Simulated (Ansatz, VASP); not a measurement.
# F2: VASP beside Ansatz

```
F
1.0
     9.00000    0.00000    0.00000
     0.00000    9.50000    0.00000
     0.00000    0.00000   10.00000
F
2
Cartesian
  4.5000 4.7500 4.3011
  4.5000 4.7500 5.6989
```

Alike in both runs: functional PBEsol; k mesh 1 × 1 × 1; occupations fermi-dirac, width 0.02 eV; no spin polarisation.

Ansatz relaxed the structure, and its values are those at the end. VASP's run is a single point on that final structure, the one shown.

```csv
,VASP,Ansatz
version,VASP 6.6.1,Ansatz 0.2.0
potentials or method,"VASP PAW PBE potentials, release 64 (F)","plane waves, PAW"
plane-wave cutoff (eV),520,520
valence electrons in the cell,14,14
```

|  | VASP | Ansatz | Ansatz less VASP |
| --- | --- | --- | --- |
| rms of the force components (eV/Å) | 0.258 | 0.008 | -0.2510 |

One of these differences is far larger than is usual between the two programs; its cause wasn't traced. Ansatz warned: «stress_scf_threshold_loose».

Caveats: the PAW data sets were made with another functional, which shifts forces and pressure a little (VASP).
